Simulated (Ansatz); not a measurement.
**Sn under pressure: fit and missing row**

Sn, Fd-3m, a = 6.565 Å. Ansatz: r2SCAN, PAW, 500 eV, Γ-centred 12×12×12 mesh on 2 atoms, Gaussian smearing 0.10 eV; no spin polarisation. Cell and atoms are relaxed at each pressure, and no other structure is tried, so the rows at high pressure may lie past a change of phase.

```
V (Å³/atom) P (GPa)
     24.222    40.06
     27.479    19.93
     30.195     9.99
     32.248     5.00
     33.958     1.96
     35.361     0.04
          ?    -2.02
```

Problem. Take V0 = 35.361 Å³/atom, count pressures from its P0 = 0.04 GPa, fit the third-order Birch–Murnaghan form to the other rows, and predict the missing volume.

Solution. With the Eulerian strain f = ½[(V0/V)^(2/3) − 1] and y = (P − P0)/[3f(1 + 2f)^(5/2)], the form is the line y = B0 + 1.5 B0 (B0′ − 4) f. Rows (f, y): 0.14345, 49.5; 0.09154, 47.6; 0.05552, 45.9; 0.03168, 44.8; 0.01368, 43.7. Means f = 0.06717, y = 46.300; Σ(Δf)² = 0.01067, ΣΔfΔy = 0.4727; the slope is their ratio. y = 43.32 + 44.31 f GPa, so B0 = 43.3 GPa and B0′ = 4 + 2 × (44.31)/(3 × 43.32) = 4.68. P = -2.02 GPa is met at f = -0.01766 (y = 42.54), so V = V0 (1 + 2f)^(−3/2) = 37.321 Å³/atom. The run gave 37.354 Å³/atom, so the fit is 0.033 Å³/atom too low, 0.25 % of the span of the series, against an rms of 0.012 Å³/atom on the fitted rows. The row lies outside the fitted range. The points of y bend away from a line: a fourth-order term fitted to them gives P = -2.02 GPa at this row's volume (the line -2.05, the run -2.02).